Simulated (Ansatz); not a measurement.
Ta:

```
CELL_PARAMETERS angstrom
2.90037 0.00000 0.00000
-1.45019 2.51180 0.00000
0.00000 0.00000 5.16627
ATOMIC_POSITIONS crystal
Ta 0.33333 0.66667 0.25000
Ta 0.66667 0.33333 0.75000
```

This isn't the form of Ta at room conditions, which is bcc.

| Property | Result |
| --- | --- |
| Program | Ansatz 0.2.0 |
| Task | single point |
| Functional | PBE |
| Potentials or basis | Ansatz PAW |
| Cutoff | 420 eV (not typed: the program's choice for these potentials) |
| k mesh | 11 × 11 × 5 |
| Occupations | fermi-dirac, width 0.05 eV |
| Spin | no spin polarisation |

On this cell: pressure -1.0 GPa; largest force under 0.003 eV/Å; band gap on the k mesh none (metal or under the smearing width).

The same run follows on a disturbed copy (atoms moved at random, drawn with an rms of 0.05 Å):

```
Ta
1.0
     2.90037    0.00000    0.00000
    -1.45019    2.51180    0.00000
     0.00000    0.00000    5.16627
Ta
2
Direct
  0.33032 0.67247 0.24286
  0.66260 0.32497 0.75926
```

Question: What changes?

Answer: The energy (extrapolated to zero smearing) moves by +19.4 meV/atom; pressure -0.4 GPa; largest force 0.949 eV/Å; band gap on the k mesh none (metal or under the smearing width).

Forces in eV/Å, atoms in the order of the input:
```
Ta  -0.023  0.040  0.948
Ta   0.023 -0.040 -0.948
```

Stress tensor (GPa, compression positive):
```
-1.61  0.31 -0.06
 0.31 -0.17  0.13
-0.06  0.13  0.57
```
